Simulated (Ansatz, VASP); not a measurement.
# HfO2: VASP beside Ansatz

Contents of INCAR:

```
PREC = Accurate
ENCUT = 600
EDIFF = 1E-6
ISMEAR = -1
SIGMA = 0.05
LREAL = False
LASPH = True
NELM = 80
ALGO = Normal
ISIF = 3
LWAVE = False
LCHARG = False
GGA = PS
IBRION = 2
NSW = 40
EDIFFG = -0.01
```

The input KPOINTS:

```
regular mesh
0
Gamma
  6 6 8
```

The input POSCAR:

```
HfO2
1.0
    4.8135329900      0.0000000000      0.0000000000
    0.0000000000      4.8135329900      0.0000000000
    0.0000000000      0.0000000000      3.2054154100
Hf O
2 4
Direct
    0.5000000000      0.5000000000      0.5000000000
    0.0000000000      0.0000000000      0.0000000000
    0.8050448800      0.1949551200      0.5000000000
    0.6949551200      0.6949551200      0.0000000000
    0.3050448800      0.3050448800      0.0000000000
    0.1949551200      0.8050448800      0.5000000000
```

The input input.yaml:

```yaml
crystal:
  lattice:
    - [4.81353299, 0.0, 0.0]
    - [0.0, 4.81353299, 0.0]
    - [0.0, 0.0, 3.20541541]
  atoms:
    - { symbol: Hf, position: [0.5, 0.5, 0.5] }
    - { symbol: Hf, position: [0.0, 0.0, 0.0] }
    - { symbol: O, position: [0.80504488, 0.19495512, 0.5] }
    - { symbol: O, position: [0.69495512, 0.69495512, 0.0] }
    - { symbol: O, position: [0.30504488, 0.30504488, 0.0] }
    - { symbol: O, position: [0.19495512, 0.80504488, 0.5] }
hamiltonian:
  xc: pbesol
  pseudopotentials: { kind: paw }
kpoints:
  mp_grid: { grid: [6, 6, 8] }
scf:
  occupations: { method: fermi_dirac, width: 0.05 }
output:
  forces: true
  stress: true
  eigenvalues: true
relax:
  f_tol: 0.01
  max_steps: 40
  cell: { stress_tol: 0.05 }
```

Measurements of this composition are mostly on another form, of space group No. 14.

Alike in both runs: task relaxation of cell and atoms; functional PBEsol; k mesh 6 × 6 × 8; occupations fermi-dirac, width 0.05 eV; no spin polarisation.

|  | VASP | Ansatz |
| --- | --- | --- |
| version | VASP 6.6.1 | Ansatz 0.2.0 |
| potentials or method | VASP PAW PBE potentials, release 64 (Hf_pv, O) | Ansatz PAW |
| plane-wave cutoff (eV) | 600 | 420 |
| valence electrons in the cell | 44 | 76 |

Ansatz gave:

| Item | Value |
| --- | --- |
| gap on the k mesh at the Fermi level, each at its own relaxed structure (eV) | 3.89 |
| relaxed volume (Å³/atom) | 12.48 |
| relaxed cell length with the largest relative difference (Å) | 4.830 |

Task: Which values does VASP return?

Result: gap on the k mesh at the Fermi level, each at its own relaxed structure (eV): 3.89; relaxed volume (Å³/atom): 12.33; relaxed cell length with the largest relative difference (Å): 4.808.

The two sets of potentials don't hold the same shells in valence.

Caveats: spin-orbit coupling is left out, which moves the levels of the heavy elements; the PAW data sets were made with another functional, which shifts forces and pressure a little (VASP); the plane-wave basis is chosen anew once the cell has moved, so the energies of steps on either side of that aren't comparable (Ansatz); the pressure holds a Pulay correction of +0.8 GPa for the finite cutoff (Ansatz); the PAW data sets come from PBE, with cores solved anew for the run's functional, which leaves a small shift of forces and pressure (Ansatz). A k mesh can miss the band edges.
